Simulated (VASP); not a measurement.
Set up this calculation in VASP 6.6.1, as the native input.

- Task: single point
- Functional: r2SCAN
- Potentials or basis: VASP PAW PBE potentials, release 64 (Al)
- Cutoff: 520 eV
- k mesh: 18 × 18 × 18
- Occupations: gaussian, width 0.05 eV
- Spin: no spin polarisation
- Dipole correction: no
- Further INCAR settings: ALGO = Normal; EDIFF = 1e-06; NBANDS = 8

The system is Al.

```xyz
1
Lattice="-1.5946 1.5946 1.5946 1.5946 -1.5946 1.5946 1.5946 1.5946 -1.5946" Properties=species:S:1:pos:R:3 pbc="T T T"
Al    0.0000    0.0000    0.0000
```

The cell was built by a generator and needn't be a form met in nature.

One way to write it, as run:

POSCAR

```
Al
1.0
   -1.5946198449      1.5946198449      1.5946198449
    1.5946198449     -1.5946198449      1.5946198449
    1.5946198449      1.5946198449     -1.5946198449
Al
1
Direct
    0.0000000000      0.0000000000      0.0000000000
```

INCAR.step1

```
PREC = Accurate ; ENCUT = 520
ISMEAR = -5 ; SIGMA = 0.05
LREAL = F ; LASPH = T
NELM = 80 ; NBANDS = 8
GGA = PE ; ALGO = Normal
EDIFF = 1E-4 ; LWAVE = T
LCHARG = F
```

INCAR.step2

```
PREC = Accurate ; ENCUT = 520
EDIFF = 1E-6 ; ISMEAR = 0
SIGMA = 0.05 ; LREAL = F
LASPH = T ; NELM = 80
ALGO = Normal ; ISIF = 2
LWAVE = F ; LCHARG = F
METAGGA = R2SCAN ; LMIXTAU = T
LORBIT = 11 ; NBANDS = 8
ISTART = 1
```

KPOINTS

```
Automatic mesh
0
Gamma
  18 18 18
```

Potentials or basis: VASP PAW PBE potentials, release 64 (Al).

Command:

```sh
$ cat potpaw_PBE.64/Al/POTCAR > POTCAR
$ cp INCAR.step1 INCAR
$ mpirun -np 1 vasp_std > vasp.out
$ cp INCAR.step2 INCAR
$ mpirun -np 1 vasp_std > vasp.out
```

It gave:

```yaml
Pressure: -0.4 GPa
Band_gap_on_the_k_mesh: none (metal or under the smearing width)
Valence_electrons_inside_the_program's_atomic_spheres: Al 0.78
```

Caveat: the PAW data sets were made with another functional, which shifts forces and pressure a little.

Wall time 44 s on 1 thread of Intel(R) Xeon(R) Platinum 8488C (Sapphire Rapids) (shared host), peak memory 0.15 GiB.
